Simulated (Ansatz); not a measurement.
HgSe:

```xyz
2
Lattice="0.0000 3.0390 3.0390 3.0390 0.0000 3.0390 3.0390 3.0390 0.0000" Properties=species:S:1:pos:R:3 pbc="T T T"
Hg    0.0000    0.0000    0.0000
Se    4.5585    4.5585    4.5585
```

Base run:

- Program: Ansatz 0.2.0
- Functional: revPBE
- Potentials or basis: Ansatz PAW
- Cutoff: 420 eV (not typed: the program's choice for these potentials)
- k mesh: 8 × 8 × 8
- Occupations: fermi-dirac, width 0.05 eV
- Spin: no spin polarisation

Its results: band gap on the k mesh none (metal or under the smearing width); pressure 6.2 GPa.

Question: After a change of settings the same cell gave: band gap on the k mesh none (metal or under the smearing width); pressure 1.5 GPa. Which change was it?
A. functional from revPBE to PBE; occupations from fermi-dirac, width 0.05 eV to gaussian, width 0.017 eV
B. functional from revPBE to PBEsol
C. functional from revPBE to HF; k mesh from 8 × 8 × 8 to 4 × 4 × 4
D. functional from revPBE to BLYP

Answer: B.

PBEsol binds more tightly than revPBE, so the same cell stands under less pressure.

Caveats: spin-orbit coupling is left out, which moves the levels of the heavy elements; the PAW data sets come from PBE, with cores solved anew for the run's functional, which leaves a small shift of forces and pressure.
